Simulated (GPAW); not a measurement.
Crystal: CdS (Hawleyite).

```
Cd S
1.0
     0.00000    2.91650    2.91650
     2.91650    0.00000    2.91650
     2.91650    2.91650    0.00000
Cd S
1 1
Direct
  0.00000 0.00000 0.00000
  0.75000 0.75000 0.75000
```

| Item | Value |
| --- | --- |
| Program | GPAW 26.7.0 |
| Task | relaxation of cell and atoms |
| Functional | RPBE |
| Dispersion | D3(BJ) |
| Potentials or basis | the program's PAW data sets (release 1.2.1) made for this functional |
| Cutoff | 600 eV |
| Basis | pw |
| k mesh | 8 × 8 × 8 |
| Occupations | fermi-dirac, width 0.05 eV |
| Spin | no spin polarisation |

At the start: pressure -4.0 GPa; volume 24.81 Å³/atom.

Task: How do energy, volume and symmetry change on relaxing?

Result: Over 4 steps the energy falls by 20.1 meV/atom and the volume is 23.25 Å³/atom (-6.3 %); space group F-43m (No. 216, to 0.05 Å).

The path:
| step | energy change (eV) | largest force (eV/Å) | pressure (GPa) | volume (Å³) |
| --- | --- | --- | --- | --- |
| 1 | 0.0000 | 0.0000 | -3.96 | 49.62 |
| 2 | -0.0144 | 0.0000 | -3.26 | 48.97 |
| 3 | -0.0400 | 0.0000 | 0.31 | 46.28 |
| 4 | -0.0402 | 0.0000 | -0.02 | 46.49 |

Final structure:
```yaml
crystal:
  lattice:
    - [0.00000, 2.85400, 2.85400]
    - [2.85400, 0.00000, 2.85400]
    - [2.85400, 2.85400, 0.00000]
  atoms:
    - { symbol: Cd, position: [0.00000, 0.00000, 0.00000] }
    - { symbol: S, position: [0.75000, 0.75000, 0.75000] }
```

Caveat: later steps reuse the first step's grids.
